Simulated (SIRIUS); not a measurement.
ZnO (zincite):

```
CELL_PARAMETERS angstrom
3.24931 0.00000 0.00000
-1.62465 2.81398 0.00000
0.00000 0.00000 5.20571
ATOMIC_POSITIONS crystal
Zn 0.66667 0.33333 0.00000
Zn 0.33333 0.66667 0.50000
O 0.33333 0.66667 0.87901
O 0.66667 0.33333 0.37901
```

Base run:

```yaml
Program: SIRIUS 7.12.0
Functional: revPBE
Potentials_or_basis: all-electron FP-LAPW
Cutoff: 331 eV
Basis: apw+lo standard
k_mesh: 6 × 6 × 3
Occupations: fermi-dirac, width 0.05 eV
Spin: no spin polarisation
```

Its results: band gap on the k mesh 0.91 eV, direct; largest force 0.080 eV/Å.

Task: After a change of settings the same cell gave: band gap on the k mesh 0.97 eV, direct; largest force 0.076 eV/Å. Which change was it?
A. functional from revPBE to WC
B. functional from revPBE to LDA
C. functional from revPBE to BLYP
D. functional from revPBE to PBEsol

Result: C.
